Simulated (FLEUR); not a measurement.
# Ge (I4_1/amd) in FLEUR: convergence with k mesh

Aim: find how far k mesh must go before the results for Ge settle, at LDA. This setting moves, with any that are tied to it; all else stays.

All numbers are computed with FLEUR MaX-R8.1 (later development tree); they aren't measurements. Logs are shortened: lines on timing, memory, paths and dates and some standing lists are left out, and cuts for length are marked.

**1. The structure**

The structure is tetragonal, space group I4_1/amd (No. 141). The conventional cell has a = 5.149 Å, b = 5.149 Å, c = 2.795 Å, α = 90.00°, β = 90.00°, γ = 90.00°. Ge (site symmetry -4m2) is surrounded by 6 Ge at 2.67 to 2.79 Å.

This isn't the form of Ge at room conditions, which is diamond.

**2. With k mesh 3 × 3 × 3**

File inp.xml:

```xml
<?xml version="1.0" encoding="UTF-8" standalone="no"?>
<fleurInput fleurInputVersion="0.39">
   <comment>
      Ge                                                                                                  
   </comment>
   <calculationSetup>
      <cutoffs Kmax="4.24" Gmax="13.2" GmaxXC="13.2" numbands="0"/>
      <scfLoop itmax="60" minDistance="0.00001" maxIterBroyd="15" imix="Anderson" alpha="0.05" precondParam="0.0" spinf="2.0" sdNocoIR="T"/>
      <coreElectrons ctail="T" frcor="F" kcrel="0" coretail_lmax="0"/>
      <xcFunctional name="vwn" relativisticCorrections="F"/>
      <magnetism jspins="1"/>
      <soc l_soc="F" theta="0.0" phi="0.0" spav="F"/>
      <expertModes spex="0" secvar="F"/>
      <geometryOptimization l_f="T" forcealpha="1.0" forcemix="BFGS" epsdisp="0.0005" epsforce="0.0002"/>
      <ldaU l_linMix="F" mixParam="0.05" spinf="1.0"/>
   </calculationSetup>
   <cell>
      <bzIntegration valenceElectrons="44.0" mode="hist" fermiSmearingEnergy="0.00183747">
         <kPointListSelection listName="default-1"/>
         <!-- k-points included here -->
         <xi:include xmlns:xi="http://www.w3.org/2001/XInclude" href="kpts.xml"> </xi:include>
      </bzIntegration>
      <!-- symmetry operations included here -->
      <xi:include xmlns:xi="http://www.w3.org/2001/XInclude" href="sym.xml"> </xi:include>
      <bulkLattice scale="1.0">
         <bravaisMatrix>
            <row-1>   -4.8650804795084124     4.8650804795084124     2.6407271787013786</row-1>
            <row-2>    4.8650804795084124    -4.8650804795084124     2.6407271787013786</row-2>
            <row-3>    4.8650804795084124     4.8650804795084124    -2.6407271787013786</row-3>
         </bravaisMatrix>
      </bulkLattice>
   </cell>
   <atomSpecies>
      <species name="Germanium (Ge)" element="Ge" atomicNumber="32">
         <mtSphere radius="2.31" gridPoints="771" logIncrement="0.016"/>
         <atomicCutoffs lmax="9" lnonsphr="9"/>
         <electronConfig flipSpins="F">
            <coreConfig>(1s1/2) (2s1/2) (2p1/2) (2p3/2)</coreConfig>
            <valenceConfig>(3s1/2) (3p1/2) (3p3/2) (4s1/2) (3d3/2) (3d5/2) (4p1/2) (4p3/2)</valenceConfig>
            <stateOccupation state="(4p1/2)" spinUp="0.333333" spinDown="0.333333"/>
            <stateOccupation state="(4p3/2)" spinUp="0.666667" spinDown="0.666667"/>
         </electronConfig>
         <energyParameters s="4" p="4" d="3" f="4"/>
         <lo type="SCLO" l="0" n="3" eDeriv="0"/>
         <lo type="SCLO" l="1" n="3" eDeriv="0"/>
         <lo type="SCLO" l="1" n="3" eDeriv="1"/>
         <lo type="HELO" l="2" n="4" eDeriv="0"/>
         <lo type="HELO" l="2" n="4" eDeriv="1"/>
         <lo type="SCLO" l="3" n="4" eDeriv="2"/>
      </species>
   </atomSpecies>
   <atomGroups>
      <atomGroup species="Germanium (Ge)">
         <relPos label="                   1">-3.000/8.000 3.000/8.000 -1.000/4.000</relPos>
         <relPos label="                   2">3.000/8.000 -3.000/8.000 1.000/4.000</relPos>
         <force calculate="T" relaxXYZ="TTT"/>
      </atomGroup>
   </atomGroups>
   <output dos="F" band="F" slice="F">
      <checks vchk="F" cdinf="F"/>
      <bandDOS minEnergy="-.5*Htr" maxEnergy="0.5*Htr" sigma="0.015" storeEVData="T"/>
      <vacuumDOS vacdos="F" integ="F" star="F" nstars="0" locx1="0.0" locy1="0.0" locx2="0.0" locy2="0.0" nstm="0" tworkf="0.0"/>
      <unfoldingBand unfoldBand="F" supercellX="1" supercellY="1" supercellZ="1"/>
      <plotting iplot="0" polar="F">
         <plot TwoD="T" vec1="  1.0  0.0  0.0" vec2="  0.0  1.0  0.0" vec3="  0.0  0.0  1.0" zero="  0.0  0.0  0.0" file="plot"/>
      </plotting>
      <chargeDensitySlicing numkpt="0" minEigenval="0.0" maxEigenval="0.0" nnne="0" pallst="F"/>
      <specialOutput eonly="F"/>
      <moessbauerParams electricFieldGradient="T" isomerShift="T" coreHyperfine="T" valenceHyperfine="T"/>
      <magneticCircularDichroism mcd="F" energyLo="-10.0" energyUp="0.0"/>
   </output>
  <!-- We include the file relax.xml here to enable relaxations (see documentation) -->
  <xi:include xmlns:xi="http://www.w3.org/2001/XInclude" href="relax.xml"> <xi:fallback/> </xi:include>
</fleurInput>
```

File crystal.txt:

```
Ge
&input cartesian=F /
-2.5744897190  2.5744897190  1.3974126432
2.5744897190  -2.5744897190  1.3974126432
2.5744897190  2.5744897190  -1.3974126432
1.8897261246
1.0 1.0 1.0

2
32 0.5000000000  0.5000000000  0.0000000000
32 0.2500000000  0.7500000000  0.5000000000

&kpt div1=3 div2=3 div3=3 gamma=T /
```

Potentials or basis: all-electron, FLAPW.

Command:

```console
$ inpgen -f crystal.txt -profile fastHighL
$ # inp.xml edited to the form shown
$ fleur_MPI
```

What it wrote:

```text
Welcome to FLEUR        (www.flapw.de)
      MaX-Release 8.1          (www.max-centre.eu)

 ========== k-point set info ==========
 Selected k-point list: default-1
 k-point list type: mesh
 3 x 3 x 3
 Number of k points: 6

 ------------Calculation Setup---------------------------
 Number of MPI-tasks      :            1
 Number of PE/node        :            1
 Number of OMP-threads    :            1
 Most efficient MPI parallelization for:
           1           2           3           6
 Additional eigenvalue parallelization possible
 Number of basis functions:          418
 Approximate size of matrices (H+S) per k-point:         0.003 GB
 --------------------------------------------------------
 Iteration:     1   Distance:       5.12198370 me/bohr^3
 Iteration:     2   Distance:       4.73283848 me/bohr^3
 Iteration:     3   Distance:       2.25177767 me/bohr^3
 Iteration:     4   Distance:       0.21018103 me/bohr^3
 Iteration:     5   Distance:       0.17204557 me/bohr^3
 Iteration:     6   Distance:       0.02381726 me/bohr^3
 Iteration:     7   Distance:       0.02462561 me/bohr^3
 Iteration:     8   Distance:       0.00165851 me/bohr^3
 Iteration:     9   Distance:       0.00051756 me/bohr^3
 Iteration:    10   Distance:       0.00029645 me/bohr^3
 Iteration:    11   Distance:       0.00001520 me/bohr^3
 Iteration:    12   Distance:       0.00001337 me/bohr^3
 Iteration:    13   Distance:       0.00000059 me/bohr^3

 ********************************************************************
 Run finished successfully
 Stop message:
   Structural relaxation: Done
 ********************************************************************
```

out.xml (last iteration):

```text
<iteration numberForCurrentRun="   14" overallNumber="   14">
         <energyParameters units="Htr">
            <atomicEP atomType="1" spin="1" branch="4s" branchLowest="-5.70" branchHighest="0.79" value="-0.0515127388"/>
            <atomicEP atomType="1" spin="1" branch="4p" branchLowest="-3.77" branchHighest="1.43" value="0.1838238638"/>
            <atomicEP atomType="1" spin="1" branch="3d" branchLowest="-9.99" branchHighest="-0.60" value="-0.6132335977"/>
            <atomicEP atomType="1" spin="1" branch="4f" branchLowest="-9.99" branchHighest="3.30" value="0.5575501246"/>
            <loAtomicEP atomType="1" spin="1" branch="3s" branchLowest="-49.84" branchHighest="-5.70" value="-5.6970846106"/>
            <loAtomicEP atomType="1" spin="1" branch="3p" branchLowest="-43.54" branchHighest="-3.77" value="-3.7751068813"/>
            <loAtomicEP atomType="1" spin="1" branch="3p" branchLowest="-43.54" branchHighest="-3.77" value="-3.7751068813"/>
            <heloAtomicEP atomType="1" spin="1" branch="4d" branchLowest="1.93" branchHighest="1.93" value="1.9325841887"/>
            <heloAtomicEP atomType="1" spin="1" branch="4d" branchLowest="1.93" branchHighest="1.93" value="1.9325841887"/>
            <loAtomicEP atomType="1" spin="1" branch="4f" branchLowest="-9.99" branchHighest="3.30" value="0.5575526891"/>
         </energyParameters>
         <eigenvalues>
            <eigenvaluesAt spin="1" ikpt="1" k_x="0.00000000" k_y="0.00000000" k_z="0.00000000">
                      -5.6970969484       -5.6970763078       -3.7736736087       -3.7736682134       -3.7727288939
                      -3.7727288939       -3.7725834705       -3.7725834705       -0.6271472642       -0.6259131384
                      -0.6247346742       -0.6244056202       -0.6207931545       -0.6207931545       -0.6205585053
                      -0.6205585053       -0.6180252892       -0.6155543042       -0.2029309971        0.1318495019
                       0.2013186807        0.2013186807        0.4109900819        0.5626093689        0.5626093689
                       0.5821618821        0.5889046965        0.7116125449        0.7472021076        0.7914971923
                       0.8281633185        0.8281633185        0.8370816233        0.8412755512
            </eigenvaluesAt>
            <eigenvaluesAt spin="1" ikpt="2" k_x="0.00000000" k_y="0.00000000" k_z="0.33333333">
                      -5.6970918189       -5.6970814936       -3.7736731816       -3.7736704894       -3.7726925922
                      -3.7726917388       -3.7726199294       -3.7726191693       -0.6261119295       -0.6255887493
                      -0.6251865299       -0.6226801294       -0.6218179301       -0.6203072441       -0.6201002811
                      -0.6197660558       -0.6192163441       -0.6174572640       -0.1580791834       -0.0269139235
                       0.2500890920        0.2972432123        0.3890748844        0.4294180490        0.5647974047
                       0.5707588100        0.6007534906        0.7168190092        0.7253323862        0.8930381342
                       0.9244390915        0.9404221891        0.9751089109        1.0088278625
            </eigenvaluesAt>
            <eigenvaluesAt spin="1" ikpt="3" k_x="0.00000000" k_y="0.33333333" k_z="0.00000000">
                      -5.6970901558       -5.6970766514       -3.7737330789       -3.7737315574       -3.7727274766
                      -3.7726877434       -3.7726163942       -3.7725773774       -0.6259653930       -0.6234728982
                      -0.6233579578       -0.6230935266       -0.6223093533       -0.6215840972       -0.6203404144
                      -0.6193779340       -0.6188402604       -0.6168223879       -0.1044313019        0.1095713029
                       0.2183267126        0.2280609844        0.3011032198        0.3933125177        0.4377356991
                       0.4569976793        0.5856717689        0.5868781464        0.7115338957        0.8237737645
                       0.8937683494        1.0037375410        1.0467089570        1.0477994956
            </eigenvaluesAt>
            <eigenvaluesAt spin="1" ikpt="4" k_x="0.00000000" k_y="0.33333333" k_z="0.33333333">
                      -5.6970859047       -5.6970809235       -3.7737331935       -3.7737322590       -3.7726918976
                      -3.7726915754       -3.7726125308       -3.7726121702       -0.6252718765       -0.6242077976
                      -0.6234481304       -0.6229765882       -0.6215404487       -0.6204140884       -0.6201073953
                      -0.6200567705       -0.6190710986       -0.6179523620       -0.0229449270       -0.0157429216
                       0.1716662802        0.2647013883        0.2963001495        0.3273749790        0.5183468857
                       0.5285100366        0.6389850939        0.6587582456        0.7573922729        0.7711200841
                       0.8826861081        0.8939081639        0.9398750152        1.1042370269
            </eigenvaluesAt>
         </eigenvalues>
         <bandgap value="0.0256620458" units="eV"/>
         <sumValenceSingleParticleEnergies value="-79.7880579173" units="Htr"/>
         <FermiEnergy value="0.2934803779" units="Htr"/>
         <valenceDensity>
            <mtCharges spin="1">
               <mtCharge atomType="1" total="20.2748942" s="3.1793788" p="7.0638562" d="10.0204503" f="0.0097809"/>
            </mtCharges>
            <spinDependentCharge spin="1" total="44.0000000" interstitial="3.4502116" mtSpheres="40.5497884"/>
            <totalCharge value="44.0000000000"/>
         </valenceDensity>
         <coreStates atomType="     1" atomicNumber=" 32" spin="1" kinEnergy="   1814.2237545697" eigValSum="  -1164.0369619216" lostElectrons=" 0.000000">
            <state n="1" l="0" j="0.5" energy="-401.5064409680" weight="1.0000000000"/>
            <state n="2" l="0" j="0.5" energy="-49.8445992127" weight="1.0000000000"/>
            <state n="2" l="1" j="0.5" energy="-44.3351189108" weight="1.0000000000"/>
            <state n="2" l="1" j="1.5" energy="-43.1661609347" weight="2.0000000000"/>
         </coreStates>
         <allElectronCharges>
            <spinDependentCharge spin="1" total="64.0000000" interstitial="3.4502116" mtSpheres="60.5497884"/>
            <totalCharge value="64.0000000003"/>
         </allElectronCharges>
         <moessbauerParams unitsHFF="kG" unitsIS="e/bohr^3" unitsEFG="Htr/bohr^2">
            <coreIsomerShift atomType="1" isTotal="31298.74984">
               <shell n="1" l="0" isomerShift="28416.63714"/>
               <shell n="2" l="0" isomerShift="2856.97767"/>
               <shell n="2" l="1" isomerShift="25.13503"/>
            </coreIsomerShift>
            <isomerShift atomType="1" nucleusRadius="0.0000986" averageDensity="31769.37313"/>
            <electricFieldGradient atomType="1" VXX="-0.14561" VYY="-0.14561" VZZ="0.29121" asymParam="0.00000">
            </electricFieldGradient>
         </moessbauerParams>
         <totalEnergy                                    value="    -4192.3491798724" units="Htr">
            <sumOfEigenvalues                            value="    -2407.8619817606">
               <coreElectrons value="-2328.0739238433"/>
               <valenceElectrons value="-79.7880579173"/>
            </sumOfEigenvalues>
            <densityCoulombPotentialIntegral value="-6482.7151321667"/>
            <densityEffectivePotentialIntegral value="-6686.1553513105"/>
            <chargeDenXCDenIntegral value="-153.6026495886"/>
            <FockExchangeEnergyValence value="0.0000000000"/>
            <FockExchangeEnergyCore value="0.0000000000"/>
            <atomTypeDependentContributions atomType="1">
               <electronNucleiInteractionDifferentMTs value="5044.5822600570"/>
               <MadelungTerm value="-31.1000736933"/>
            </atomTypeDependentContributions>
            <tkbTimesEntropy value="0.0007895687"/>
            <freeEnergy value="-4192.3499694411"/>
            <extrapolationTo0K value="-4192.3495746568"/>
         </totalEnergy>
         <totalForcesOnRepresentativeAtoms units="Htr/bohr">
            <forceTotal atomType="1" x="2.432540" y="-4.865080" z="0.660182" F_x="0.00000000" F_y="0.00000000" F_z="0.00000000"/>
         </totalForcesOnRepresentativeAtoms>
      </iteration>
```

It took 10 s on 1 thread of Arm Neoverse V2, shared host; peak memory 0.05 GiB.

What came out:

| Property | Result |
| --- | --- |
| Free energy | -114079.6543 eV |
| Band gap on the k mesh | none (metal or under the smearing width) |
| Valence electrons inside the program's atomic spheres | Ge 20.27 (radii Ge 2.31 bohr) |

**3. With k mesh 4 × 4 × 4**

inp.xml is that of step 2.

crystal.txt, as its differences from that of step 2:

```diff
@@ -12,2 +12,2 @@
 
-&kpt div1=3 div2=3 div3=3 gamma=T /
+&kpt div1=4 div2=4 div3=4 gamma=T /
```

Potentials or basis: all-electron, FLAPW.

Command:

```console
$ inpgen -f crystal.txt -profile fastHighL
$ # inp.xml edited to the form shown
$ fleur_MPI
```

It took 3.2 s on 1 thread of Arm Neoverse V2, shared host; peak memory 0.05 GiB.

The calculation stopped without meeting its thresholds.

**4. With k mesh 6 × 6 × 6**

inp.xml is that of step 3.

crystal.txt, as its differences from that of step 3:

```diff
@@ -12,2 +12,2 @@
 
-&kpt div1=4 div2=4 div3=4 gamma=T /
+&kpt div1=6 div2=6 div3=6 gamma=T /
```

Command:

```console
$ inpgen -f crystal.txt -profile fastHighL
$ # inp.xml edited to the form shown
$ fleur_MPI
```

It took 34 s on 1 thread of Arm Neoverse V2, shared host; peak memory 0.06 GiB.

Results:

* Free energy: -114080.0306 eV
* Band gap on the k mesh: none (metal or under the smearing width)
* Valence electrons inside the program's atomic spheres: Ge 20.28 (radii Ge 2.31 bohr)

**5. With k mesh 8 × 8 × 8**

inp.xml is that of step 4.

crystal.txt, as its differences from that of step 4:

```diff
@@ -12,2 +12,2 @@
 
-&kpt div1=6 div2=6 div3=6 gamma=T /
+&kpt div1=8 div2=8 div3=8 gamma=T /
```

Command:

```console
$ inpgen -f crystal.txt -profile fastHighL
$ # inp.xml edited to the form shown
$ fleur_MPI
```

Run time: 64 s. Hardware: 1 thread of Arm Neoverse V2, shared host; peak memory 0.06 GiB.

What came out:

* Free energy: -114080.0243 eV
* Band gap on the k mesh: none (metal or under the smearing width)
* Valence electrons inside the program's atomic spheres: Ge 20.28 (radii Ge 2.31 bohr)

**6. With k mesh 9 × 9 × 9**

inp.xml is that of step 5.

crystal.txt, as its differences from that of step 5:

```diff
@@ -12,2 +12,2 @@
 
-&kpt div1=8 div2=8 div3=8 gamma=T /
+&kpt div1=9 div2=9 div3=9 gamma=T /
```

Potentials or basis: all-electron, FLAPW.

Command:

```console
$ inpgen -f crystal.txt -profile fastHighL
$ # inp.xml edited to the form shown
$ fleur_MPI
```

It took 80 s on 1 thread of Arm Neoverse V2, shared host; peak memory 0.06 GiB.

What came out:

```
Free energy                                           : -114080.0338 eV
Band gap on the k mesh                                : none (metal or under the smearing width)
Valence electrons inside the program's atomic spheres : Ge 20.28 (radii Ge 2.31 bohr)
```

**7. With k mesh 11 × 11 × 11**

inp.xml is that of step 6.

crystal.txt, as its differences from that of step 6:

```diff
@@ -12,2 +12,2 @@
 
-&kpt div1=9 div2=9 div3=9 gamma=T /
+&kpt div1=11 div2=11 div3=11 gamma=T /
```

Command:

```console
$ inpgen -f crystal.txt -profile fastHighL
$ # inp.xml edited to the form shown
$ fleur_MPI
```

Wall time 2.2 min (1 thread of Arm Neoverse V2, shared host); peak memory 0.07 GiB.

What came out:

```yaml
Free_energy: -114080.0468 eV
Band_gap_on_the_k_mesh: none (metal or under the smearing width)
Valence_electrons_inside_the_program's_atomic_spheres: Ge 20.28 (radii Ge 2.31 bohr)
```

**8. With k mesh 14 × 14 × 14**

inp.xml is that of step 7.

crystal.txt, as its differences from that of step 7:

```diff
@@ -12,2 +12,2 @@
 
-&kpt div1=11 div2=11 div3=11 gamma=T /
+&kpt div1=14 div2=14 div3=14 gamma=T /
```

Command:

```console
$ inpgen -f crystal.txt -profile fastHighL
$ # inp.xml edited to the form shown
$ fleur_MPI
```

Run time: 4.3 min. Hardware: 1 thread of Arm Neoverse V2, shared host; peak memory 0.08 GiB.

What came out:

```yaml
Free_energy: -114080.0386 eV
Band_gap_on_the_k_mesh: none (metal or under the smearing width)
Valence_electrons_inside_the_program's_atomic_spheres: Ge 20.28 (radii Ge 2.31 bohr)
```

**9. With k mesh 16 × 16 × 16**

inp.xml is that of step 8.

crystal.txt, as its differences from that of step 8:

```diff
@@ -12,2 +12,2 @@
 
-&kpt div1=14 div2=14 div3=14 gamma=T /
+&kpt div1=16 div2=16 div3=16 gamma=T /
```

Potentials or basis: all-electron, FLAPW.

Command:

```console
$ inpgen -f crystal.txt -profile fastHighL
$ # inp.xml edited to the form shown
$ fleur_MPI
```

Wall time 6 min (1 thread of Arm Neoverse V2, shared host); peak memory 0.09 GiB.

Results:

```
Free energy                                           : -114080.0468 eV
Band gap on the k mesh                                : none (metal or under the smearing width)
Valence electrons inside the program's atomic spheres : Ge 20.28 (radii Ge 2.31 bohr)
```

**10. The series at a glance**

```csv
k mesh,"energy less the tightest run, at zero smearing (meV/atom)",SCF cycles,CPU time (s),peak memory (GiB)
3 × 3 × 3,200.14,14,10,0.05
4 × 4 × 4,not converged,-,-,-
6 × 6 × 6,8.51,13,34,0.06
8 × 8 × 8,11.65,13,64,0.06
9 × 9 × 9,6.70,13,80,0.06
11 × 11 × 11,0.46,13,130,0.07
14 × 14 × 14,4.60,13,260,0.08
16 × 16 × 16,0.00,13,360,0.09
```

Not settled before the last step: the energy (to 1 meV/atom). Meshes of other sizes hit other points, so gaps and Fermi surfaces needn't settle smoothly. The tightest run that finished is the yardstick and may itself not be fully converged.
